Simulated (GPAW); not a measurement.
Here is a GPAW 26.7.0 calculation.

The input run.py:

```python
from ase.dft.bandgap import bandgap
from ase.io import read, write
from ase.units import GPa
from gpaw import GPAW, PW, setup_paths

setup_paths.insert(0, '.')

atoms = read('POSCAR')

calc = GPAW(mode=PW(800),
            xc='BLYP',
            kpts={'size': (13, 13, 13), 'gamma': True},
            occupations={'name': 'fermi-dirac', 'width': 0.05},
            nbands=11,
            convergence={'density': 1e-05, 'energy': 1e-05},
            eigensolver='davidson',
            maxiter=150,
            txt='gpaw.txt')
atoms.calc = calc
energy = atoms.get_potential_energy()
forces = atoms.get_forces()
stress = atoms.get_stress()
calc.write('gs.gpw')
write('result.traj', atoms)
print(f'Energy: {energy:.6f} eV')
print('Forces (eV/A):')
print(forces.round(4))
print('Stress (GPa):', (stress / GPa).round(3))
print('Fermi level:', round(calc.get_fermi_level(), 4), 'eV')
print(f'Gap: {bandgap(calc)[0]:.4f} eV, direct: {bandgap(calc, direct=True)[0]:.4f} eV')

path = atoms.cell.bandpath('GXWKGLUWLK,UX', npoints=80, eps=1e-4)
bs_calc = calc.fixed_density(kpts=path, symmetry='off', nbands=18,
                             convergence={'bands': 'CBM+6.0', 'eigenstates': 1e-6}, txt='bands.txt')
bs = bs_calc.band_structure()
bs.write('bs.json')
print(f'Gap on the path: {bandgap(bs_calc)[0]:.4f} eV')
```

File POSCAR:

```
BN
1.0
    0.0000000000      1.8130010000      1.8130010000
    1.8130010000      0.0000000000      1.8130010000
    1.8130010000      1.8130010000      0.0000000000
N B
1 1
Direct
    0.2500000000      0.2500000000      0.2500000000
    0.0000000000      0.0000000000      0.0000000000
```

Potentials or basis: PAW data sets generated in the run's folder for this functional, pw.

Command:

```bash
$ gpaw-setup -f BLYP B N
$ OMP_NUM_THREADS=1 python run.py
```

(1) Estimate the pressure.

(2) Predict the band gap on the k mesh.

(3) Estimate the band gap along the path.

## Answers

(1) 5.2 GPa.

(2) 4.93 eV, indirect (least direct gap 8.88 eV).

(3) 4.86 eV, indirect (least direct gap 8.88 eV).

**Experimental background.**

From a printed reference work, monograph, for a bulk crystal of BN at 300 K: band gap 6.4 eV (indirect).

Measured gap of BN: 6.4 eV (indirect; 300 K; a printed reference work, monograph). This calculation gives 4.86 eV (-1.54 eV). The value is that of BLYP, without temperature or zero-point motion. Semilocal functionals fall short of measured gaps as a rule. The cell is a database's relaxed one, not the measured one, which moves gaps too.
